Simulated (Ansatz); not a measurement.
# HgTe (Coloradoite) (F-43m) in Ansatz: convergence with wavefunction cutoff

Aim: find how far wavefunction cutoff must go before the results for HgTe (Coloradoite) settle, at LDA. This setting moves, with any that are tied to it; all else stays.

Everything below comes from runs of Ansatz 0.2.0. Logs are shortened: lines on timing, memory, paths and dates and some standing lists are left out, and cuts for length are marked.

### 1 Starting point

It takes space group F-43m (No. 216, cubic). The conventional cell has a = 6.429 Å, b = 6.429 Å, c = 6.429 Å, α = 90.00°, β = 90.00°, γ = 90.00°. Hg (site symmetry -43m) has 4 Te at 2.78 Å as nearest neighbours. Around Te (site symmetry -43m) lie 4 Hg at 2.78 Å.

### 2 With wavefunction cutoff 200 eV

The input, input.yaml:

```yaml
crystal:
  lattice:
    - [0.0, 3.2145, 3.2145]
    - [3.2145, 0.0, 3.2145]
    - [3.2145, 3.2145, 0.0]
  atoms:
    - { symbol: Hg, position: [0.0, 0.0, 0.0] }
    - { symbol: Te, position: [0.75, 0.75, 0.75] }
hamiltonian:
  xc: lda
  pseudopotentials: { kind: paw_fr }
magnetization:
  noncollinear: true
  spin_orbit: true
kpoints:
  mp_grid: { grid: [6, 6, 6] }
scf:
  occupations: { method: fermi_dirac, width: 0.1 }
output:
  forces: true
  stress: true
  eigenvalues: true
basis:
  ecutwfc: "200 eV"
```

Potentials or basis: Ansatz PAW.

Command:

```bash
$ ansatz run input.yaml --threads 2 --pin off --max-ram 5632MiB --backend cpu --events-out ev --progress --plain --runs-dir out
```

Run time: 6.1 s. Hardware: 2 threads of Intel Xeon at 2.50GHz (Skylake/Cascade Lake), shared host; peak memory 0.42 GiB.

What came out:

| Property | Result |
| --- | --- |
| Free energy | -20373.7362 eV |
| Pressure | -1.5 GPa |
| Band gap on the k mesh | none (metal or under the smearing width) |

### 3 With wavefunction cutoff 250 eV

Edit input.yaml of step 2 so:

```diff
@@ -23,2 +23,2 @@
 basis:
-  ecutwfc: "200 eV"
+  ecutwfc: "250 eV"
```

Potentials or basis: Ansatz PAW.

Command:

```bash
$ ansatz run input.yaml --threads 2 --pin off --max-ram 5632MiB --backend cpu --events-out ev --progress --plain --runs-dir out
```

It took 6.6 s on 2 threads of Intel Xeon at 2.50GHz (Skylake/Cascade Lake), shared host; peak memory 0.44 GiB.

Results:

* Free energy: -20389.2392 eV
* Pressure: 0.2 GPa
* Band gap on the k mesh: none (metal or under the smearing width)

### 4 With wavefunction cutoff 300 eV

Edit input.yaml of step 3 so:

```diff
@@ -23,2 +23,2 @@
 basis:
-  ecutwfc: "250 eV"
+  ecutwfc: "300 eV"
```

Command:

```bash
$ ansatz run input.yaml --threads 2 --pin off --max-ram 5632MiB --backend cpu --events-out ev --progress --plain --runs-dir out
```

Wall time 8.5 s (2 threads of Intel Xeon at 2.50GHz (Skylake/Cascade Lake), shared host); peak memory 0.47 GiB.

What came out:

```
Free energy            : -20391.3939 eV
Pressure               : -0.1 GPa
Band gap on the k mesh : none (metal or under the smearing width)
```

### 5 With wavefunction cutoff 350 eV

Edit input.yaml of step 4 so:

```diff
@@ -23,2 +23,2 @@
 basis:
-  ecutwfc: "300 eV"
+  ecutwfc: "350 eV"
```

Command:

```bash
$ ansatz run input.yaml --threads 2 --pin off --max-ram 5632MiB --backend cpu --events-out ev --progress --plain --runs-dir out
```

It took 10 s on 2 threads of Intel Xeon at 2.50GHz (Skylake/Cascade Lake), shared host; peak memory 0.5 GiB.

Results:

```
Free energy            : -20391.5687 eV
Pressure               : -0.2 GPa
Band gap on the k mesh : none (metal or under the smearing width)
```

### 6 With wavefunction cutoff 400 eV

Edit input.yaml of step 5 so:

```diff
@@ -23,2 +23,2 @@
 basis:
-  ecutwfc: "350 eV"
+  ecutwfc: "400 eV"
```

Potentials or basis: Ansatz PAW.

Command:

```bash
$ ansatz run input.yaml --threads 2 --pin off --max-ram 5632MiB --backend cpu --events-out ev --progress --plain --runs-dir out
```

Wall time 11 s (2 threads of Intel Xeon at 2.50GHz (Skylake/Cascade Lake), shared host); peak memory 0.53 GiB.

Results (log left out):

```yaml
Free_energy: -20391.5756 eV
Pressure: -0.2 GPa
Band_gap_on_the_k_mesh: none (metal or under the smearing width)
```

### 7 With wavefunction cutoff 450 eV

Edit input.yaml of step 6 so:

```diff
@@ -23,2 +23,2 @@
 basis:
-  ecutwfc: "400 eV"
+  ecutwfc: "450 eV"
```

Command:

```bash
$ ansatz run input.yaml --threads 2 --pin off --max-ram 5632MiB --backend cpu --events-out ev --progress --plain --runs-dir out
```

Wall time 11 s (2 threads of Intel Xeon at 2.50GHz (Skylake/Cascade Lake), shared host); peak memory 0.56 GiB.

It converged, with:

```
Free energy            : -20391.5780 eV
Pressure               : -0.2 GPa
Band gap on the k mesh : none (metal or under the smearing width)
```

### 8 With wavefunction cutoff 500 eV

Edit input.yaml of step 7 so:

```diff
@@ -23,2 +23,2 @@
 basis:
-  ecutwfc: "450 eV"
+  ecutwfc: "500 eV"
```

Command:

```bash
$ ansatz run input.yaml --threads 2 --pin off --max-ram 5632MiB --backend cpu --events-out ev --progress --plain --runs-dir out
```

Wall time 12 s (2 threads of Intel Xeon at 2.50GHz (Skylake/Cascade Lake), shared host); peak memory 0.58 GiB.

The run converged. Its results:

* Free energy: -20391.5792 eV
* Pressure: -0.2 GPa
* Band gap on the k mesh: none (metal or under the smearing width)

### 9 With wavefunction cutoff 600 eV

Edit input.yaml of step 8 so:

```diff
@@ -23,2 +23,2 @@
 basis:
-  ecutwfc: "500 eV"
+  ecutwfc: "600 eV"
```

Potentials or basis: Ansatz PAW.

Command:

```bash
$ ansatz run input.yaml --threads 2 --pin off --max-ram 5632MiB --backend cpu --events-out ev --progress --plain --runs-dir out
```

It took 14 s on 2 threads of Intel Xeon at 2.50GHz (Skylake/Cascade Lake), shared host; peak memory 0.65 GiB.

It converged, with:

```yaml
Free_energy: -20391.5798 eV
Pressure: -0.3 GPa
Band_gap_on_the_k_mesh: none (metal or under the smearing width)
```

### 10 With wavefunction cutoff 800 eV

Edit input.yaml of step 9 so:

```diff
@@ -23,2 +23,2 @@
 basis:
-  ecutwfc: "600 eV"
+  ecutwfc: "800 eV"
```

Potentials or basis: Ansatz PAW.

Command:

```bash
$ ansatz run input.yaml --threads 2 --pin off --max-ram 5632MiB --backend cpu --events-out ev --progress --plain --runs-dir out
```

Output:

```text
Warning: RAYON_NUM_THREADS=2 ignored (pool sized by the plan → 2); use --threads N
Engine: ansatz 0.2.0, x86_64-unknown-linux-gnu
Pseudopotentials: kind: paw_fr
Pseudopotential: Hg, paw_fr, valence charge 20, recommended cutoff 420 eV (normal), Hg.paw.azcp#standard-fr
Pseudopotential: Te, paw_fr, valence charge 16, recommended cutoff 420 eV (normal), Te.paw.azcp#standard-fr
Functional definition: SPW92
  exchange = slater_x
  correlation = pw_c
non-collinear run that drives no moment, with spin-orbit: no starting moment large enough to seed its density (crystal.atoms[].spin), no starting occupations that ask for one, no magnetisation constraint and no magnetic field, so the semilocal B_xc is pinned to zero
Crystal: 2 atoms, lattice volume = 66.431 Å³
Basis set: ecut = 800 eV, 3479 PW (Γ)
Bands: 44, of which v1, the nominal top of the filled ones, is band 36 counted from 1 (35 counted from 0)
Symmetry: 24 space group operations + 24 with time reversal
Magnetic group: BNS 216.75 (UNI 1577), of the structure as read, at distance tolerance 4.1e-5 Å
k-points: 16 of 216 (time reversal used)
Projection manifold: j_resolved (fully-relativistic pseudo-atomic orbitals)
Non-local potential: Hg, projectors of the file, l = 0: 3, l = 1: 4, l = 2: 4, l = 3: 2
Non-local potential: Te, projectors of the file, l = 0: 2, l = 1: 4, l = 2: 4, l = 3: 4
PAW form: soft (Blöchl's): semilocal exchange-correlation on the pseudo side does not see the compensation charge
[... 28 lines left out ...]
--- Per-component energies (eV) ---
  E_band       = -782.992784
  E_kinetic    = 786.932395
  E_local      = -4775.042306  (includes V_loc(G=0)·N_el)
  E_nonlocal   = -239.537826
  E_hartree    = 2317.454938
  E_xc         = -343.445733
  E_vxc        = -367.681710  (∫ρ·V_xc dr)
  E_paw        = -14196.150344  (= ΣΔE_a)
  E_vpaw       = -822.583497  (= ΣTr[D̂ρ^β])
  E_aug_tail   = 0.000057  (compensation charges beyond the density's cutoff)
  E_ewald      = -3943.057611
  E_core_change = 1.271065  (= ΣΔE_core)
  E_smearing   = -0.004756  (= −TS)
  E_closure    = -0.000000  (closes the sum)
  Σ components = -20391.580121   (vs F -20391.580121, Δ=0.00e0)
--- Forces (eV/Å), atoms counted from 1 ---
  atom   1  Hg    -0.00000000     0.00000000     0.00000000
  atom   2  Te     0.00000000    -0.00000000     0.00000000
  max |Σ_I F_I| component: 1.47e-16 eV/Å
--- Stress (GPa, compression-positive) ---
       -0.250540      -0.000000      -0.000000
       -0.000000      -0.250540       0.000000
       -0.000000       0.000000      -0.250540
  P = ⅓ Tr σ = -0.2505 GPa (-2.505 kbar)
--- Band table (eV; the first three rows and the last of 16) ---
  k-point 0: bands = ["-106.2339", "-106.2339", "-68.3444", "-68.3444", "-49.8561", "-49.8561", "-49.8561", "-49.8561", "-28.9028", "-28.9028", "-28.9028", "-28.9028", "-27.4325", "-27.4325", "-27.4258", "-27.4258", "-27.4258", "-27.4258", "-3.5140", "-3.5140", "0.4261", "0.4261", "0.4261", "0.4261", "1.7859", "1.7859", "2.3052", "2.3052", "2.3052", "2.3052", "7.8053", "7.8053", "8.1284", "8.1284", "8.9392", "8.9392", "8.9392", "8.9392", "11.9115", "11.9115", "13.1824", "13.1824", "13.1824", "13.1824"]
  k-point 1: bands = ["-106.2339", "-106.2339", "-68.3444", "-68.3444", "-49.8562", "-49.8562", "-49.8562", "-49.8562", "-28.9028", "-28.9028", "-28.9028", "-28.9027", "-27.4324", "-27.4324", "-27.4259", "-27.4259", "-27.4259", "-27.4257", "-3.3781", "-3.3781", "0.4112", "0.4583", "0.4812", "0.4812", "1.8276", "1.8276", "2.2819", "2.2819", "2.2934", "2.3814", "6.2313", "6.2313", "8.0499", "8.0499", "8.5887", "8.6809", "9.3843", "9.3843", "12.4385", "12.4385", "13.1005", "13.1005", "13.5531", "13.5561"]
  k-point 2: bands = ["-106.2339", "-106.2339", "-68.3444", "-68.3444", "-49.8563", "-49.8563", "-49.8562", "-49.8562", "-28.9029", "-28.9029", "-28.9028", "-28.9027", "-27.4321", "-27.4321", "-27.4261", "-27.4261", "-27.4257", "-27.4255", "-3.0868", "-3.0868", "0.4253", "0.4725", "0.6674", "0.6674", "1.9477", "1.9477", "2.3017", "2.3017", "2.3655", "2.4569", "4.2856", "4.2856", "7.5542", "7.5542", "8.0849", "8.1715", "9.3286", "9.3286", "13.2026", "13.2026", "13.8683", "13.8761", "14.3844", "14.3844"]
  k-point 15: bands = ["-106.2339", "-106.2339", "-68.3444", "-68.3444", "-49.8563", "-49.8563", "-49.8563", "-49.8563", "-28.9031", "-28.9029", "-28.9028", "-28.9026", "-27.4321", "-27.4318", "-27.4260", "-27.4259", "-27.4258", "-27.4257", "-2.7320", "-2.7268", "0.5337", "0.6014", "0.6698", "1.0420", "2.0377", "2.1910", "2.2674", "2.4788", "2.7512", "2.9468", "3.0522", "3.1845", "5.7910", "6.0140", "6.0465", "6.1681", "11.2018", "11.5360", "12.0362", "12.2587", "14.7251", "15.0335", "15.2369", "15.3650"]
```

Run time: 22 s. Hardware: 2 threads of Intel Xeon at 2.50GHz (Skylake/Cascade Lake), shared host; peak memory 0.77 GiB.

Results:

| Item | Value |
| --- | --- |
| Free energy | -20391.5801 eV |
| Pressure | -0.3 GPa |
| Band gap on the k mesh | none (metal or under the smearing width) |

### 11 Result

```tsv
wavefunction cutoff	energy less the tightest run, at zero smearing (meV/atom)	pressure (GPa)	SCF cycles	CPU time (s)	peak memory (GiB)
200 eV	8922.10	-1.55	8	8.9	0.42
250 eV	1170.47	0.24	7	10	0.44
300 eV	93.11	-0.12	7	11	0.47
350 eV	5.71	-0.24	7	13	0.5
400 eV	2.24	-0.24	7	16	0.53
450 eV	1.05	-0.25	7	18	0.56
500 eV	0.46	-0.25	7	20	0.58
600 eV	0.17	-0.25	7	24	0.65
800 eV	0.00	-0.25	7	36	0.77
```

Against the tightest run, the energy stays within 1 meV/atom from 500 eV on; the pressure stays within 0.1 GPa from 350 eV on. The tightest run that finished is the yardstick and may itself not be fully converged.

Caveats: the PAW data sets come from PBE, with cores solved anew for the run's functional, which leaves a small shift of forces and pressure.
